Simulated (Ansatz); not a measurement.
Trial structure of TiO₂, not yet relaxed:

Space group P6_3/mmc (No. 194). a = 2.877 Å, b = 2.877 Å, c = 10.166 Å, α = 90.00°, β = 90.00°, γ = 120.00°
```tsv
atom	site	symmetry	x	y	z
Ti	2c	-6m2	0.6667	0.3333	0.7500
O	4f	3m.	0.3333	0.6667	0.8716
```

Level of theory: Ansatz 0.2.0, DFT PBE+D3(BJ), scalar-relativistic, plane waves, PAW. Settings: cutoff 420 eV, Γ-centred mesh 6×6×2 on the computed 6-atom cell, Gaussian smearing of 0.10 eV; collinear spin from starting moments 1.0 1.0 0.0 0.0 0.0 0.0 μB.

Formation energies are uncorrected and refer to the elements' standard structures at the same level (O₂ as a molecule).

Task: How far from equilibrium is it?

Result: The pressure is -14.1 GPa (the mean over three directions, positive in compression), the largest force is 2.81 eV/Å, and the energy is −2.33 eV/atom against the elements. The shortest distance is 2.07 Å.

Task: Is it a good guess?

Result: A fair one: relaxing gains about 0.12 eV/atom in 10 ionic steps and ends at −2.451 eV/atom on the finer mesh. The symmetry stays P6_3/mmc (No. 194). The end has the 2H molybdenite type. The volume per atom shrinks by 7.1 %, from 12.1 to 11.3 Å³. The shortest distance goes from 2.07 Å (Ti–O) to 2.00 Å (Ti–O). Conventional cell: a = 2.871 Å, c = 9.478 Å. Ti has 6 O at 2.00 Å and 6 Ti at 2.87 Å; around O lie 3 Ti at 2.00 Å and 1 O at 2.25 Å.

The last run used a 12×12×4 mesh (in the run's order of axes) for its 6-atom cell and Gaussian smearing of 0.02 eV. The relaxation can't lower the symmetry of the start, and the grade says only how near the guess is to its own end. Symmetry constrained the relaxation, so the result can be a saddle point.
